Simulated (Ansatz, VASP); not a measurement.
BN in VASP and in Ansatz

```
B N
1.0
     2.50612    0.00000    0.00000
    -1.25306    2.17037    0.00000
     0.00000    0.00000    6.59736
B N
2 2
Direct
  0.00000 0.00000 0.50000
  0.33333 0.66667 0.00000
  0.00000 0.00000 0.00000
  0.66667 0.33333 0.50000
```

Alike in both runs: functional PBE; dispersion D3(BJ); k mesh 12 × 12 × 4; occupations gaussian, width 0.02 eV; no spin polarisation.

Ansatz relaxed the structure, and its values are those at the end. VASP's run is a single point on that final structure, the one shown.

|  | VASP | Ansatz |
| --- | --- | --- |
| version | VASP 6.6.1 | Ansatz 0.2.0 |
| potentials or method | VASP PAW PBE potentials, release 64 (B, N) | scalar-relativistic, plane waves, PAW |
| plane-wave cutoff (eV) | 520 | 420 |
| valence electrons in the cell | 16 | 16 |

Ansatz gave:

```
gap on the k mesh at the Fermi level (eV) : 4.36
least direct gap on the mesh (eV)         : 4.47
pressure (GPa)                            : 0.0
```

Task: Estimate VASP's values.

Result: gap on the k mesh at the Fermi level (eV): 4.35; least direct gap on the mesh (eV): 4.46; pressure (GPa): 0.1.

A k mesh can miss the band edges. Expect the measured gap to be larger: semilocal functionals such as PBE lack the derivative discontinuity.
